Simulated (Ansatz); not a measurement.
TiC at several levels of theory

One geometry, relaxed with PBE, and single points on it; plane waves with PAW potentials in Ansatz, scalar-relativistic unless the row names spin-orbit coupling. No spin polarisation. Meshes are on the primitive cell of 2 atoms. Gaps are the least over mesh and band path; pressure is positive in compression. Smearing is Gaussian, 0.10 eV.

```xyz
2
Lattice="0.0000 2.1664 2.1664 2.1664 0.0000 2.1664 2.1664 2.1664 0.0000" Properties=species:S:1:pos:R:3 pbc="T T T"
Ti    0.0000    0.0000    0.0000
C     2.1664    2.1664    2.1664
```

```csv
level,cutoff (eV),k mesh,gap (eV),pressure (GPa),rough cost with bands (core-min)
PBE,420,16×16×16,0,0.0,0.24
r2SCAN,500,16×16×16,0,-0.9,0.3
PBEsol,420,16×16×16,0,-7.0,0.24
```